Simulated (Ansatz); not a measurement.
Runs of Ansatz 0.2.0 on SnO. Symmetry: Pmn2_1, No. 31, orthorhombic system. Conventional cell: a = 3.355 Å, b = 5.674 Å, c = 4.222 Å, α = 90.00°, β = 90.00°, γ = 90.00°. Sn (site symmetry m) is surrounded by 3 O at 2.15 to 2.16 Å. O (site symmetry m) is surrounded by 3 Sn at 2.15 to 2.16 Å. The cell comes from a database or a generator and needn't be the stable form of this composition.

| level | cutoff (eV) | gap on the mesh (eV) | pressure (GPa) | largest force (eV/Å) |
| --- | --- | --- | --- | --- |
| r2SCAN | 500 | (c) | -3.0 | 0.64 |
| PBE0 | 420 | 2.99 | -3.3 | 0.78 |
| PBEsol | 420 | 1.55 | -3.0 | 0.43 |
| HSE06 | 420 | 2.32 | -3.3 | 0.76 |
| r2SCAN0 | 500 | (a) | -5.2 | (b) |
| LDA | 420 | 1.59 | -5.4 | 0.75 |

Alike in all rows: task projected density of states; potentials or basis Ansatz PAW; no spin polarisation; cell as given; k mesh 5 × 3 × 4; smearing fermi-dirac 0.05 eV.

Task: Fill in the values left out.

Result: (a) 3.24; (b) 1.07; (c) 1.92.

Caveats: odd divisions of the mesh miss points on the zone boundary, where band edges often lie, so the gap on the mesh can be too wide; spin-orbit coupling is left out, which moves the levels of the heavy elements; the PAW data sets come from PBE, with cores solved anew for the run's functional, which leaves a small shift of forces and pressure; the density of states is complete only up to the lowest level of the last band computed; the thresholds are loose for stress (some runs); forces of over 1 eV/Å show positions far from the minimum, so gaps and moduli don't describe the material at rest (some runs).

A k mesh can miss the band edges, and the runs leave out spin-orbit coupling on Sn.
